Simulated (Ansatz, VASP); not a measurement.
**One calculation of Cu, two programs**

```xyz
1
Lattice="0.0000 1.7598 1.7598 1.7598 0.0000 1.7598 1.7598 1.7598 0.0000" Properties=species:S:1:pos:R:3 pbc="T T T"
Cu    0.0000    0.0000    0.0000
```

Alike in both runs: task relaxation of cell and atoms; functional LDA; k mesh 16 × 16 × 16; occupations gaussian, width 0.1 eV; no spin polarisation.

|  | VASP | Ansatz |
| --- | --- | --- |
| version | VASP 6.6.1 | Ansatz 0.2.0 |
| potentials or method | VASP PAW LDA potentials, release 64 (Cu) | scalar-relativistic, plane waves, PAW |
| plane-wave cutoff (eV) | 600 | 420 |
| valence electrons in the cell | 11 | 19 |

Ansatz gave:

```
gap on the k mesh at the Fermi level, each at its own relaxed structure (eV) : none
relaxed volume (Å³/atom)                                                     : 10.89
relaxed cell length with the largest relative difference (Å)                 : 2.488
```

**Question.** What did VASP give for the same quantities?

**Answer.** gap on the k mesh at the Fermi level, each at its own relaxed structure (eV): none; relaxed volume (Å³/atom): 10.95; relaxed cell length with the largest relative difference (Å): 2.492.

A gap of «none» marks a metal or a gap that the smearing closes. The two sets of potentials don't hold the same shells in valence. Ansatz warned: «pseudo_functional_mismatch».
